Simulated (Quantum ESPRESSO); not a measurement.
# 2H-WS2, 2 layers, AA' stacking: a series in biaxial strain, part 5 of 6

Aim: how the results for 2H-WS2, 2 layers, AA' stacking change with biaxial strain.

Quantum ESPRESSO 7.5; plane-wave DFT, PBE, GBRV ultrasoft pseudopotentials.

So far. Step 6 (Bands along a path, -4 %): Along this path the valence top lies at K and the conduction bottom between K and Γ. Step 7 (Relaxing the ions, -3 %): The relaxation lowers the energy by 9 meV an atom.

### 9. Relaxing the ions, 3 %

Level of this step: plane-wave DFT, PBE-D3(BJ), GBRV ultrasoft pseudopotentials (Quantum ESPRESSO 7.5).

The input, m7.relax.in:

```
&control
  prefix = 'm7.relax'
  outdir = './out'
  pseudo_dir = './pseudo'
  nstep = 40
  forc_conv_thr = 0.0003
  calculation = 'relax'
  tstress = .true.
/
&system
  ibrav = 0
  nat = 6
  ntyp = 2
  ecutwfc = 50
  ecutrho = 250
  vdw_corr = 'grimme-d3'
  dftd3_version = 4
  occupations = 'smearing'
  smearing = 'fd'
  degauss = 0.002
/
&electrons
  conv_thr = 1e-09
  mixing_beta = 0.4
  electron_maxstep = 120
  mixing_mode = 'plain'
/
&ions
/
ATOMIC_SPECIES
  S   32.0600  s_pbe_v1.4.uspp.F.UPF
  W   183.8400  w_pbe_v1.2.uspp.F.UPF
CELL_PARAMETERS angstrom
  3.25350154286000 0.00000000000000 0.00000000000000
  -1.62675077143000 2.81761498796000 0.00000000000000
  0.00000000000000 0.00000000000000 25.15124046500000
ATOMIC_POSITIONS crystal
  S   0.333333333300 0.666666666700 0.315589334300
  W   0.000000000000 0.000000000000 0.378305579200
  S   0.333333333300 0.666666666700 0.440960677000
  S   0.000000000000 0.000000000000 0.559039323000
  W   0.333333333300 0.666666666700 0.621694420800
  S   0.000000000000 0.000000000000 0.684410665700
K_POINTS automatic
  12 12 1 0 0 0
```

Run with:

```
OMP_NUM_THREADS=1 mpirun -n 4 pw.x -nk 4 -in m7.relax.in > m7.relax.out
```

What it wrote:

```text
[banner, memory and clock lines left out]
Program PWSCF v.7.5 starts
[...]
Message from routine setup:
[...]
number of electrons       =        52.00
     number of Kohn-Sham states=           31
     kinetic-energy cutoff     =      50.0000  Ry
     charge density cutoff     =     250.0000  Ry
[...]
number of k points=    19  Fermi-Dirac smearing, width (Ry)=  0.0020
[...]
Dense  grid:   103919 G-vectors     FFT dimensions: (  36,  36, 240)
[...]
negative rho (up, down):  1.270E-01 0.000E+00
     Starting wfcs are   42 randomized atomic wfcs
[...]
negative rho (up, down):  1.303E-01 0.000E+00
[...]
estimated scf accuracy    <       0.22491654 Ry
[...]
negative rho (up, down):  1.327E-01 0.000E+00
[...]
estimated scf accuracy    <       0.09749954 Ry
[...]
negative rho (up, down):  1.351E-01 0.000E+00
[...]
estimated scf accuracy    <       0.01359930 Ry
[...]
negative rho (up, down):  1.367E-01 0.000E+00
[...]
estimated scf accuracy    <       0.00293664 Ry
[...]
negative rho (up, down):  1.373E-01 0.000E+00
[...]
estimated scf accuracy    <       0.00619224 Ry
[...]
negative rho (up, down):  1.374E-01 0.000E+00
[...]
estimated scf accuracy    <       0.00046836 Ry
[...]
negative rho (up, down):  1.373E-01 0.000E+00
[...]
estimated scf accuracy    <       0.00030728 Ry
[...]
negative rho (up, down):  1.372E-01 0.000E+00
[...]
estimated scf accuracy    <       0.00001402 Ry
[...]
negative rho (up, down):  1.371E-01 0.000E+00
[...]
estimated scf accuracy    <       0.00001337 Ry
[...]
negative rho (up, down):  1.370E-01 0.000E+00
[...]
estimated scf accuracy    <       0.00000484 Ry
[...]
negative rho (up, down):  1.370E-01 0.000E+00
[...]
estimated scf accuracy    <       0.00000002 Ry
[...]
negative rho (up, down):  1.370E-01 0.000E+00
[...]
estimated scf accuracy    <       0.00000008 Ry
[...]
negative rho (up, down):  1.370E-01 0.000E+00
[...]
estimated scf accuracy    <          8.5E-09 Ry
[...]
negative rho (up, down):  1.370E-01 0.000E+00
[...]
estimated scf accuracy    <          4.0E-09 Ry
[...]
negative rho (up, down):  1.370E-01 0.000E+00
[...]
the Fermi energy is     3.1058 ev
!    total energy              =    -415.17551942 Ry
     estimated scf accuracy    <          1.3E-11 Ry
     smearing contrib. (-TS)   =      -0.00000000 Ry
     internal energy E=F+TS    =    -415.17551942 Ry
[...]
one-electron contribution =   -2614.45517034 Ry
     hartree contribution      =    1311.59420559 Ry
     xc contribution           =    -116.14610467 Ry
     ewald contribution        =    1003.97805984 Ry
[...]
convergence has been achieved in  15 iterations
     negative rho (up, down):  1.370E-01 0.000E+00
[...]
Total force =     0.047388     Total SCF correction =     0.000013
[...]
negative rho (up, down):  1.370E-01 0.000E+00
[...]
negative rho (up, down):  1.370E-01 0.000E+00
[...]
negative rho (up, down):  1.370E-01 0.000E+00
[...]
estimated scf accuracy    <       0.00011209 Ry
[...]
negative rho (up, down):  1.370E-01 0.000E+00
[...]
estimated scf accuracy    <       0.00007074 Ry
[...]
negative rho (up, down):  1.370E-01 0.000E+00
[...]
estimated scf accuracy    <       0.00000701 Ry
[...]
negative rho (up, down):  1.370E-01 0.000E+00
[...]
estimated scf accuracy    <       0.00002524 Ry
[...]
negative rho (up, down):  1.370E-01 0.000E+00
[...]
estimated scf accuracy    <       0.00000283 Ry
[...]
negative rho (up, down):  1.370E-01 0.000E+00
[...]
estimated scf accuracy    <       0.00000077 Ry
[...]
negative rho (up, down):  1.370E-01 0.000E+00
[...]
estimated scf accuracy    <       0.00000007 Ry
[...]
negative rho (up, down):  1.370E-01 0.000E+00
[...]
estimated scf accuracy    <       0.00000002 Ry
[...]
negative rho (up, down):  1.370E-01 0.000E+00
[...]
estimated scf accuracy    <          1.6E-09 Ry
[...]
negative rho (up, down):  1.370E-01 0.000E+00
[...]
the Fermi energy is     3.0870 ev
!    total energy              =    -415.17734044 Ry
     estimated scf accuracy    <          6.4E-11 Ry
     smearing contrib. (-TS)   =      -0.00000000 Ry
     internal energy E=F+TS    =    -415.17734044 Ry
[...]
one-electron contribution =   -2619.80997408 Ry
     hartree contribution      =    1314.25762004 Ry
     xc contribution           =    -116.18503871 Ry
     ewald contribution        =    1006.70673067 Ry
[...]
convergence has been achieved in  10 iterations
     negative rho (up, down):  1.370E-01 0.000E+00
[...]
Total force =     0.029379     Total SCF correction =     0.000026
[...]
negative rho (up, down):  1.370E-01 0.000E+00
[...]
negative rho (up, down):  1.369E-01 0.000E+00
[...]
negative rho (up, down):  1.370E-01 0.000E+00
[...]
estimated scf accuracy    <       0.00013037 Ry
[...]
negative rho (up, down):  1.369E-01 0.000E+00
[...]
estimated scf accuracy    <       0.00007609 Ry
[...]
negative rho (up, down):  1.369E-01 0.000E+00
[...]
estimated scf accuracy    <       0.00000758 Ry
[...]
negative rho (up, down):  1.369E-01 0.000E+00
[...]
estimated scf accuracy    <       0.00002069 Ry
[...]
negative rho (up, down):  1.369E-01 0.000E+00
[...]
estimated scf accuracy    <       0.00000319 Ry
[...]
negative rho (up, down):  1.369E-01 0.000E+00
[...]
estimated scf accuracy    <       0.00000109 Ry
[...]
negative rho (up, down):  1.369E-01 0.000E+00
[...]
estimated scf accuracy    <       0.00000008 Ry
[...]
negative rho (up, down):  1.369E-01 0.000E+00
[...]
estimated scf accuracy    <       0.00000003 Ry
[...]
negative rho (up, down):  1.369E-01 0.000E+00
[...]
estimated scf accuracy    <          4.1E-09 Ry
[...]
negative rho (up, down):  1.369E-01 0.000E+00
[...]
estimated scf accuracy    <          2.4E-10 Ry
[...]
negative rho (up, down):  1.369E-01 0.000E+00
[...]
the Fermi energy is     3.0791 ev
!    total energy              =    -415.17833689 Ry
     estimated scf accuracy    <          1.9E-11 Ry
     smearing contrib. (-TS)   =      -0.00000000 Ry
     internal energy E=F+TS    =    -415.17833689 Ry
[...]
one-electron contribution =   -2625.75437742 Ry
     hartree contribution      =    1317.21356161 Ry
     xc contribution           =    -116.22807808 Ry
     ewald contribution        =    1009.73742272 Ry
[...]
convergence has been achieved in  11 iterations
     negative rho (up, down):  1.369E-01 0.000E+00
[...]
Total force =     0.009113     Total SCF correction =     0.000009
[...]
negative rho (up, down):  1.369E-01 0.000E+00
[...]
negative rho (up, down):  1.369E-01 0.000E+00
[...]
negative rho (up, down):  1.370E-01 0.000E+00
[...]
estimated scf accuracy    <       0.00002532 Ry
[...]
negative rho (up, down):  1.369E-01 0.000E+00
[...]
estimated scf accuracy    <       0.00001340 Ry
[...]
negative rho (up, down):  1.369E-01 0.000E+00
[...]
estimated scf accuracy    <       0.00000165 Ry
[...]
negative rho (up, down):  1.369E-01 0.000E+00
[...]
estimated scf accuracy    <       0.00000415 Ry
[...]
negative rho (up, down):  1.369E-01 0.000E+00
[...]
estimated scf accuracy    <       0.00000038 Ry
[...]
negative rho (up, down):  1.369E-01 0.000E+00
[...]
estimated scf accuracy    <       0.00000027 Ry
[...]
negative rho (up, down):  1.369E-01 0.000E+00
[...]
estimated scf accuracy    <          7.5E-09 Ry
[...]
negative rho (up, down):  1.369E-01 0.000E+00
[...]
estimated scf accuracy    <       0.00000002 Ry
[...]
negative rho (up, down):  1.369E-01 0.000E+00
[...]
estimated scf accuracy    <          2.1E-09 Ry
[...]
negative rho (up, down):  1.369E-01 0.000E+00
[...]
the Fermi energy is     3.0744 ev
!    total energy              =    -415.17844050 Ry
     estimated scf accuracy    <          7.9E-11 Ry
     smearing contrib. (-TS)   =      -0.00000000 Ry
     internal energy E=F+TS    =    -415.17844050 Ry
[...]
one-electron contribution =   -2628.57808130 Ry
     hartree contribution      =    1318.61797006 Ry
     xc contribution           =    -116.24762347 Ry
     ewald contribution        =    1011.17624837 Ry
[...]
convergence has been achieved in  10 iterations
     negative rho (up, down):  1.369E-01 0.000E+00
[...]
Total force =     0.000731     Total SCF correction =     0.000050
[...]
negative rho (up, down):  1.369E-01 0.000E+00
[...]
negative rho (up, down):  1.370E-01 0.000E+00
[...]
negative rho (up, down):  1.370E-01 0.000E+00
[...]
estimated scf accuracy    <       0.00000002 Ry
[...]
negative rho (up, down):  1.370E-01 0.000E+00
[...]
estimated scf accuracy    <          9.8E-09 Ry
[...]
negative rho (up, down):  1.370E-01 0.000E+00
[...]
estimated scf accuracy    <          7.6E-09 Ry
[...]
negative rho (up, down):  1.370E-01 0.000E+00
[...]
estimated scf accuracy    <          2.4E-09 Ry
[...]
negative rho (up, down):  1.370E-01 0.000E+00
[...]
estimated scf accuracy    <          1.9E-10 Ry
[...]
negative rho (up, down):  1.370E-01 0.000E+00
[...]
estimated scf accuracy    <          1.8E-10 Ry
[...]
negative rho (up, down):  1.370E-01 0.000E+00
[...]
estimated scf accuracy    <          4.5E-11 Ry
[...]
negative rho (up, down):  1.370E-01 0.000E+00
[...]
the Fermi energy is     3.0741 ev
!    total energy              =    -415.17844103 Ry
     estimated scf accuracy    <          3.6E-13 Ry
     smearing contrib. (-TS)   =      -0.00000000 Ry
     internal energy E=F+TS    =    -415.17844103 Ry
[...]
one-electron contribution =   -2628.66771910 Ry
     hartree contribution      =    1318.66289946 Ry
     xc contribution           =    -116.24721867 Ry
     ewald contribution        =    1011.22055358 Ry
[...]
convergence has been achieved in   8 iterations
     negative rho (up, down):  1.370E-01 0.000E+00
[...]
Total force =     0.000685     Total SCF correction =     0.000002
[...]
negative rho (up, down):  1.370E-01 0.000E+00
[...]
```

Wall time 4.4 min (4 MPI ranks of Arm Neoverse V1, shared host); peak memory 1.2 GiB.

Relaxation path:

```csv
step,energy less that of the first step (eV),largest force (eV/Å)
1,0.0000,0.6093
2,-0.0248,0.3813
3,-0.0383,0.1231
4,-0.0397,0.0103
5,-0.0398,0.0076
```

The atoms that moved most (Å):

```csv
atom,dx,dy,dz,length
S1,0.000,0.000,0.033,0.033
S6,0.000,0.000,-0.033,0.033
S4,0.000,0.000,0.032,0.032
S3,0.000,0.000,-0.032,0.032
```

Final coordinates:

```xyz
6
Lattice="3.2535 0.0000 0.0000 -1.6268 2.8176 0.0000 0.0000 0.0000 25.1512" Properties=species:S:1:pos:R:3
S     0.0000    1.8784    7.9702
W     0.0000    0.0000    9.5154
S     0.0000    1.8784   11.0590
S     0.0000    0.0000   14.0923
W     0.0000    1.8784   15.6358
S     0.0000    0.0000   17.1811
```

The relaxation lowers the energy by 7 meV an atom.

Numbers from this step:

```
free energy  : -5648.7905 eV
Fermi energy : 3.074 eV
```

### 10. SCF with pw.x, 3 %

Level of this step: plane-wave DFT, PBE, GBRV ultrasoft pseudopotentials (Quantum ESPRESSO 7.5).

The input, m7.scf.in:

```
&control
  prefix = 'm7.scf'
  outdir = './out'
  pseudo_dir = './pseudo'
  calculation = 'scf'
  tprnfor = .true.
/
&system
  ibrav = 0
  nat = 6
  ntyp = 2
  ecutwfc = 40
  ecutrho = 200
  occupations = 'smearing'
  smearing = 'fd'
  degauss = 0.002
  nbnd = 30
/
&electrons
  conv_thr = 1e-09
  mixing_beta = 0.4
  electron_maxstep = 120
  mixing_mode = 'plain'
/
ATOMIC_SPECIES
  S   32.0600  s_pbe_v1.4.uspp.F.UPF
  W   183.8400  w_pbe_v1.2.uspp.F.UPF
CELL_PARAMETERS angstrom
  3.25350154286000 0.00000000000000 0.00000000000000
  -1.62675077143000 2.81761498796000 0.00000000000000
  0.00000000000000 0.00000000000000 25.15124046500000
ATOMIC_POSITIONS crystal
  S   0.333333333300 0.666666666700 0.316888984000
  W   0.000000000000 0.000000000000 0.378327263700
  S   0.333333333300 0.666666666700 0.439699566200
  S   0.000000000000 0.000000000000 0.560300433800
  W   0.333333333300 0.666666666700 0.621672736300
  S   0.000000000000 0.000000000000 0.683111016000
K_POINTS automatic
  12 12 1 0 0 0
```

Run with:

```
OMP_NUM_THREADS=1 mpirun -n 4 pw.x -nk 4 -in m7.scf.in > m7.scf.out
```

What it wrote:

```text
[banner, memory and clock lines left out]
Program PWSCF v.7.5 starts
[...]
Message from routine setup:
[...]
number of electrons       =        52.00
     number of Kohn-Sham states=           30
     kinetic-energy cutoff     =      40.0000  Ry
     charge density cutoff     =     200.0000  Ry
[...]
number of k points=    19  Fermi-Dirac smearing, width (Ry)=  0.0020
[...]
Dense  grid:    74211 G-vectors     FFT dimensions: (  27,  27, 216)
[...]
negative rho (up, down):  1.276E-01 0.000E+00
     Starting wfcs are   42 randomized atomic wfcs
[...]
negative rho (up, down):  1.291E-01 0.000E+00
[...]
estimated scf accuracy    <       0.22314965 Ry
[...]
negative rho (up, down):  1.309E-01 0.000E+00
[...]
estimated scf accuracy    <       0.07500963 Ry
[...]
negative rho (up, down):  1.323E-01 0.000E+00
[...]
estimated scf accuracy    <       0.01080014 Ry
[...]
negative rho (up, down):  1.336E-01 0.000E+00
[...]
estimated scf accuracy    <       0.00243581 Ry
[...]
negative rho (up, down):  1.337E-01 0.000E+00
[...]
estimated scf accuracy    <       0.00121205 Ry
[...]
negative rho (up, down):  1.337E-01 0.000E+00
[...]
estimated scf accuracy    <       0.00033691 Ry
[...]
negative rho (up, down):  1.337E-01 0.000E+00
[...]
estimated scf accuracy    <       0.00025414 Ry
[...]
negative rho (up, down):  1.336E-01 0.000E+00
[...]
estimated scf accuracy    <       0.00001425 Ry
[...]
negative rho (up, down):  1.336E-01 0.000E+00
[...]
estimated scf accuracy    <       0.00000765 Ry
[...]
negative rho (up, down):  1.336E-01 0.000E+00
[...]
estimated scf accuracy    <       0.00000082 Ry
[...]
negative rho (up, down):  1.335E-01 0.000E+00
[...]
estimated scf accuracy    <       0.00000003 Ry
[...]
negative rho (up, down):  1.335E-01 0.000E+00
[...]
estimated scf accuracy    <          5.3E-09 Ry
[...]
negative rho (up, down):  1.335E-01 0.000E+00
[...]
the Fermi energy is     3.0743 ev
!    total energy              =    -415.02101192 Ry
     estimated scf accuracy    <          2.1E-10 Ry
     smearing contrib. (-TS)   =      -0.00000000 Ry
     internal energy E=F+TS    =    -415.02101192 Ry
[...]
one-electron contribution =   -2628.63433059 Ry
     hartree contribution      =    1318.64141018 Ry
     xc contribution           =    -116.24864497 Ry
     ewald contribution        =    1011.22055346 Ry
     convergence has been achieved in  13 iterations
     negative rho (up, down):  1.335E-01 0.000E+00
[...]
Total force =     0.006389     Total SCF correction =     0.000012
[...]
```

Elapsed: 43 s, on 4 MPI ranks; peak memory 0.85 GiB.

This step gave:

- free energy: -5646.6485 eV
- valence top, on the run's zero: 2.647 eV
- conduction bottom, on the run's zero: 3.538 eV
- gap by band count: 0.8906 eV

[end of part 5 of 6]

[Logs are printed without paths, hosts, clocks, repeated set-up lines and the standing remarks that a program may print on its own settings, such as how far it seeks lower states.]

[Hosts, paths, dates, database ids (printed as entryN), source tags and the programs' standing remarks are cut or masked in the printed files.]

[Maps of the electrostatic potential energy from Ansatz leave out the sawtooth potential of an applied field or a dipole correction, so their vacuum need not be flat; planar profiles and work functions include it.]
